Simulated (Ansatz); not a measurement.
# NbH: response to a stretch of c alone

The task here is to estimate one member of a computed series from the others.

Computed with Ansatz 0.2.0 (DFT PBEsol, scalar-relativistic, plane waves, PAW, unless a step's input says otherwise).

### The starting structure

It takes space group I4/mmm (No. 139, tetragonal). Conventional cell: a = 3.178 Å, b = 3.178 Å, c = 3.903 Å, α = 90.00°, β = 90.00°, γ = 90.00°. Nb (site symmetry 4/mmm) has 2 H at 1.95 Å as nearest neighbours. H (site symmetry 4/mmm) is surrounded by 2 Nb at 1.95 Å.

As a file:

```cif
data_structure
_symmetry_space_group_name_H-M 'I4/mmm'
_symmetry_Int_Tables_number 139
_cell_length_a 3.1777
_cell_length_b 3.1777
_cell_length_c 3.9028
_cell_angle_alpha 90.000
_cell_angle_beta 90.000
_cell_angle_gamma 90.000
_cell_volume 39.41
loop_
_atom_site_label
_atom_site_type_symbol
_atom_site_symmetry_multiplicity
_atom_site_Wyckoff_symbol
_atom_site_fract_x
_atom_site_fract_y
_atom_site_fract_z
_atom_site_occupancy
Nb1 Nb 2 a 0.00000 0.00000 0.00000 1
H1 H 2 b 0.00000 0.00000 0.50000 1
```

It goes back to an entry of the Materials Project, which need not be the stable form.

The unstrained cell comes from an earlier run at this level (4 atoms, E(σ→0) -9022.9771 eV, gap none (metal)).

Set-up of the first run:

The input, input.yaml:

```yaml
crystal:
  lattice:
    - [3.1776553028, 0.0, 0.0]
    - [0.0, 3.1776553028, 0.0]
    - [0.0, 0.0, 3.824778077]
  atoms:
    - { symbol: Nb, position: [0.0, 0.0, 0.0] }
    - { symbol: Nb, position: [0.5, 0.5, 0.5] }
    - { symbol: H, position: [0.0, 0.0, 0.5] }
    - { symbol: H, position: [0.5, 0.5, 0.0] }
basis:
  ecutwfc: 420
kpoints:
  mp_grid: { grid: [14, 14, 12] }
hamiltonian:
  xc: pbesol
scf:
  occupations: { method: gaussian, width: 0.1 }
output:
  forces: true
  stress: true
  eigenvalues: true
```

Among the steps run: The cell strained by -2.0 %; The cell strained by +2.0 %; The cell strained by -4.0 %; At +4.0 %; The cell strained by -6.0 %; At +6.0 %.

One table of the session follows, with a row left open; its other results are not shown here.

Lengths are those of the vectors of the cell that was run; stresses in GPa:

```
strain (%)  ΔE (meV/atom)  c (Å)
      -6.0           40.3  3.669
      -4.0           15.8  3.747
      -2.0            3.4  3.825
      +0.0            0.0  3.903
      +2.0            2.9  3.981
      +4.0              ?      ?
      +6.0           25.2  4.137
```

Estimate the missing values for strain (%) = +4.0.

Worked estimate for «ΔE (meV/atom)». A straight line through the neighbours (2.0, 2.9) and (6.0, 25.2) gives 2.9 + (25.2 − 2.9) × (4.0 − 2.0) / (6.0 − 2.0) = 14.1; a parabola fitted to 3 rows on both sides gives 11.3.

The run gave: ΔE (meV/atom): 11.4; c (Å): 4.059. In «ΔE (meV/atom)» the line misses by +2.7 and the parabola by -0.1.

ΔE is over the unstrained cell. Stress in GPa, positive in compression, on the Cartesian axes of the input. 
